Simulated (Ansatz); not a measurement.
## CsH: pressure against volume

CsH, Fm-3m, a = 6.376 Å. Ansatz: r2SCAN, PAW, 500 eV, Γ-centred 6×6×6 mesh on 2 atoms, Gaussian smearing 0.02 eV; no spin polarisation. Symmetry fixes shape and atoms, so the cell is only scaled; pressure is positive in compression.

```
V (Å³/atom) P (GPa)
     28.513        ?
     29.485     1.11
     30.457     0.69
     31.429     0.33
     32.401     0.01
     33.373    -0.26
     34.345    -0.49
     35.641    -0.76
```

**Question.** Take V0 = 32.401 Å³/atom, count pressures from its P0 = 0.01 GPa, fit the third-order Birch–Murnaghan form to the other rows, and predict the missing pressure.

**Answer.** With the Eulerian strain f = ½[(V0/V)^(2/3) − 1] and y = (P − P0)/[3f(1 + 2f)^(5/2)], the form is the line y = B0 + 1.5 B0 (B0′ − 4) f. Rows (f, y): 0.03245, 9.66; 0.02106, 9.71; 0.01026, 9.88; -0.00976, 9.69; -0.01905, 9.64; -0.03078, 9.77. Means f = 0.0006967, y = 9.7250; Σ(Δf)² = 0.003004, ΣΔfΔy = -0.0002591; the slope is their ratio. y = 9.725 − 0.08624 f GPa, so B0 = 9.7 GPa and B0′ = 4 + 2 × (-0.08624)/(3 × 9.725) = 3.99. At V = 28.513, f = 0.04448, y = 9.721 and P = 1.62 GPa. The run gave 1.60 GPa, so the fit is 0.02 GPa too high, a small miss on the scale of the series.